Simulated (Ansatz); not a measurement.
PtSe2 (Sudovikovite) under changes of volume

One of the cells (20.265 Å³/atom); the others are scaled copies at fixed shape and fractional positions:

```
Pt Se
1.0
     3.72400    0.00000    0.00000
    -1.86200    3.22508    0.00000
     0.00000    0.00000    5.06200
Pt Se
1 2
Direct
  0.00000 0.00000 0.00000
  0.66667 0.33333 0.75000
  0.33333 0.66667 0.25000
```

* Program: Ansatz 0.2.0
* Functional: PBEsol
* Potentials or basis: all-electron LAPW, scalar-relativistic
* Cutoff: 317 eV (chosen from the basis error)
* Basis error allowed: 0.001 eV/atom
* k mesh: 8 × 8 × 5
* Occupations: fermi-dirac, width 0.05 eV
* Spin: no spin polarisation

```csv
volume (Å³/atom),energy over the lowest point (meV/atom),pressure (GPa),largest force (eV/Å)
19.049,53.39,12.0,1.207
19.455,27.83,8.3,0.892
19.860,11.03,5.0,0.602
20.265,2.04,2.1,0.337
20.671,0.00,-0.5,0.094
21.076,4.15,-2.8,0.129
21.481,?,?,?
```

**Question.** What does the run at 21.481 Å³/atom give?

**Answer.** Energy over the lowest point 13.82 meV/atom; pressure -4.8 GPa; largest force 0.334 eV/Å.

Worked out: A Birch-Murnaghan fit of order 3 (a polynomial in V^(-2/3)) to the other rows has its minimum at 20.59 Å³/atom with B0 = V·E''(V) = 127 GPa and B' = 4.8 at fixed shape and positions, which overstates the stiffness. It gives 13.85 meV/atom at 21.481 Å³/atom, against the run's 13.82, and -dE/dV = -4.9 GPa, against -4.8.

Energies are extrapolated to zero smearing.

Caveats: forces of over 1 eV/Å show positions far from the minimum, so gaps and moduli don't describe the material at rest (some runs).

The runs don't all hold the same shells in valence.
